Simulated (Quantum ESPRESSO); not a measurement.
# HgTe (I-4m2) in Quantum ESPRESSO: single point with PBEsol

Aim: the single point of HgTe with PBEsol.

Program: Quantum ESPRESSO 7.5. These are calculated values, not measurements. Logs are shortened: lines on timing, memory, paths and dates and some standing lists are left out, and cuts for length are marked.

### Step 1. Starting point

Symmetry: I-4m2, No. 119, tetragonal system. Conventional cell: a = 6.091 Å, b = 6.091 Å, c = 3.119 Å, α = 90.00°, β = 90.00°, γ = 90.00°. Hg (site symmetry -4m2) has 2 Hg at 3.12 Å and 4 Te at 3.14 Å as nearest neighbours. Around Te (site symmetry -4m2) lie 2 Te at 3.12 Å and 4 Hg at 3.14 Å.

Measurements of this composition are mostly on another form, of space group No. 216.

### Step 2. Single point, PBEsol

scf.in

```
&CONTROL
  calculation = 'scf'
  prefix = 'pwscf'
  outdir = './tmp'
  pseudo_dir = './pseudo'
/
&SYSTEM
  ibrav = 0
  nat = 2
  ntyp = 2
  ecutwfc = 80
  nbnd = 26
  occupations = 'smearing'
  smearing = 'fd'
  degauss = 0.00367493
  force_symmorphic = .true.
/
&ELECTRONS
  conv_thr = 4d-10
  electron_maxstep = 120
  mixing_beta = 0.5
/
ATOMIC_SPECIES
Hg   200.5920 Hg.upf
Te   127.6000 Te.upf
CELL_PARAMETERS angstrom
  -3.0456030000    3.0456030000    1.5594100000
   3.0456030000   -3.0456030000    1.5594100000
   3.0456030000    3.0456030000   -1.5594100000
ATOMIC_POSITIONS crystal
Hg     0.7500000000    0.2500000000    0.5000000000
Te     0.0000000000    0.0000000000    0.0000000000
K_POINTS automatic
10 10 10 0 0 0
```

nscf.in

```
&CONTROL
  calculation = 'nscf'
  prefix = 'pwscf'
  outdir = './tmp'
  pseudo_dir = './pseudo'
/
&SYSTEM
  ibrav = 0
  nat = 2
  ntyp = 2
  ecutwfc = 80
  nbnd = 48
  occupations = 'smearing'
  smearing = 'fd'
  degauss = 0.00367493
  force_symmorphic = .true.
/
&ELECTRONS
  conv_thr = 1d-08
  diago_full_acc = .true.
  diago_thr_init = 1d-06
/
ATOMIC_SPECIES
Hg   200.5920 Hg.upf
Te   127.6000 Te.upf
CELL_PARAMETERS angstrom
  -3.0456030000    3.0456030000    1.5594100000
   3.0456030000   -3.0456030000    1.5594100000
   3.0456030000    3.0456030000   -1.5594100000
ATOMIC_POSITIONS crystal
Hg     0.7500000000    0.2500000000    0.5000000000
Te     0.0000000000    0.0000000000    0.0000000000
K_POINTS automatic
8 8 8 0 0 0
```

Potentials or basis: PseudoDojo 0.4.1 SR PBEsol standard.

Launch:

```sh
$ OMP_NUM_THREADS=1 pw.x -in scf.in > scf.out
$ OMP_NUM_THREADS=1 pw.x -in nscf.in > nscf.out
```

scf.out:

```text
This program is part of the open-source Quantum ESPRESSO suite
     for quantum simulation of materials; please cite
[... 9 lines left out ...]
     --------------------
     sticks:   dense  smooth     PW     G-vecs:    dense   smooth      PW
     Sum        1219    1219    407                37773    37773    7121

     Using Slab Decomposition

     bravais-lattice index     =            0
     lattice parameter (alat)  =       8.6563  a.u.
     unit-cell volume          =     390.4483 (a.u.)^3
     number of atoms/cell      =            2
     number of atomic types    =            2
     number of electrons       =        36.00
     number of Kohn-Sham states=           26
     kinetic-energy cutoff     =      80.0000  Ry
     charge density cutoff     =     320.0000  Ry
     scf convergence threshold =      4.0E-10
     mixing beta               =       0.5000
     number of iterations used =            8  plain     mixing
     Exchange-correlation= PBESOL
                           (   1   4  10   8   0   0   0)

     celldm(1)=   8.656339  celldm(2)=   0.000000  celldm(3)=   0.000000
     celldm(4)=   0.000000  celldm(5)=   0.000000  celldm(6)=   0.000000

     crystal axes: (cart. coord. in units of alat)
               a(1) = (  -0.664872   0.664872   0.340428 )
               a(2) = (   0.664872  -0.664872   0.340428 )
               a(3) = (   0.664872   0.664872  -0.340428 )

     reciprocal axes: (cart. coord. in units 2 pi/alat)
               b(1) = (  0.000000  0.752025  1.468741 )
               b(2) = (  0.752025  0.000000  1.468741 )
               b(3) = (  0.752025  0.752025  0.000000 )

     PseudoPot. # 1 for Hg read from file:
     Hg.upf
     Pseudo is Norm-conserving + core correction, Zval = 20.0
     Generated using ONCVPSP code by D. R. Hamann
     Using radial grid of 1246 points,  7 beta functions with:
                l(1) =   0
                l(2) =   0
                l(3) =   1
                l(4) =   1
                l(5) =   2
                l(6) =   2
                l(7) =   3

     PseudoPot. # 2 for Te read from file:
     Te.upf
     Pseudo is Norm-conserving + core correction, Zval = 16.0
     Generated using ONCVPSP code by D. R. Hamann
     Using radial grid of 1294 points,  6 beta functions with:
                l(1) =   0
                l(2) =   0
                l(3) =   1
                l(4) =   1
                l(5) =   2
                l(6) =   2

     atomic species   valence    mass     pseudopotential
     Hg               20.00   200.59200     Hg( 1.00)
     Te               16.00   127.60000     Te( 1.00)

      8 Sym. Ops. (no inversion) found

   Cartesian axes

     site n.     atom                  positions (alat units)
         1        Hg     tau(   1) = (   0.0000000   0.6648718   0.1702139  )
         2        Te     tau(   2) = (   0.0000000   0.0000000   0.0000000  )

     number of k points=   102  Fermi-Dirac smearing, width (Ry)=  0.0037

     Number of k-points >= 100: set verbosity='high' to print them.

     Dense  grid:    37773 G-vectors     FFT dimensions: (  50,  50,  50)

     Initial potential from superposition of free atoms

     starting charge      35.9997, renormalised to      36.0000
     Starting wfcs are   19 randomized atomic wfcs +    7 random wfcs

     Self-consistent Calculation

     iteration #  1     ecut=    80.00 Ry     beta= 0.50
     Davidson diagonalization with overlap
     ethr =  1.00E-02,  avg # of iterations =  4.8

     Threshold (ethr) on eigenvalues was too large:
     Diagonalizing with lowered threshold

     Davidson diagonalization with overlap
     ethr =  1.25E-04,  avg # of iterations =  3.8

     total energy              =    -542.44359723 Ry
     estimated scf accuracy    <       0.04539053 Ry

     iteration #  2     ecut=    80.00 Ry     beta= 0.50
     Davidson diagonalization with overlap
     ethr =  1.26E-04,  avg # of iterations =  2.3

     total energy              =    -542.45655715 Ry
     estimated scf accuracy    <       0.01760539 Ry

     iteration #  3     ecut=    80.00 Ry     beta= 0.50
     Davidson diagonalization with overlap
     ethr =  4.89E-05,  avg # of iterations =  2.0

     total energy              =    -542.45997074 Ry
     estimated scf accuracy    <       0.00055850 Ry

     iteration #  4     ecut=    80.00 Ry     beta= 0.50
     Davidson diagonalization with overlap
     ethr =  1.55E-06,  avg # of iterations =  4.5

     total energy              =    -542.46004618 Ry
     estimated scf accuracy    <       0.00003106 Ry

     iteration #  5     ecut=    80.00 Ry     beta= 0.50
     Davidson diagonalization with overlap
     ethr =  8.63E-08,  avg # of iterations =  1.9

     total energy              =    -542.46004793 Ry
     estimated scf accuracy    <       0.00000377 Ry

     iteration #  6     ecut=    80.00 Ry     beta= 0.50
     Davidson diagonalization with overlap
     ethr =  1.05E-08,  avg # of iterations =  2.0

     total energy              =    -542.46004847 Ry
     estimated scf accuracy    <       0.00000031 Ry

     iteration #  7     ecut=    80.00 Ry     beta= 0.50
     Davidson diagonalization with overlap
     ethr =  8.73E-10,  avg # of iterations =  2.0

     total energy              =    -542.46004855 Ry
     estimated scf accuracy    <       0.00000001 Ry

     iteration #  8     ecut=    80.00 Ry     beta= 0.50
     Davidson diagonalization with overlap
     ethr =  3.54E-11,  avg # of iterations =  2.0

     End of self-consistent calculation

     Number of k-points >= 100: set verbosity='high' to print the bands.

     the Fermi energy is    10.9782 ev

!    total energy              =    -542.46004855 Ry
     estimated scf accuracy    <          1.7E-10 Ry
     smearing contrib. (-TS)   =      -0.00073797 Ry
     internal energy E=F+TS    =    -542.45931059 Ry

     The total energy is F=E-TS. E is the sum of the following terms:
     one-electron contribution =    -255.60372785 Ry
     hartree contribution      =     137.78360724 Ry
     xc contribution           =    -103.56010478 Ry
     ewald contribution        =    -321.07908520 Ry

     convergence has been achieved in   8 iterations

=------------------------------------------------------------------------------=
   JOB DONE.
=------------------------------------------------------------------------------=
```

Wall time 4.5 min (1 thread of Arm Neoverse V2, shared host); peak memory 0.25 GiB.

Results:

```
Band gap on the k mesh, mean-field level : none (metal or under the smearing width)
```
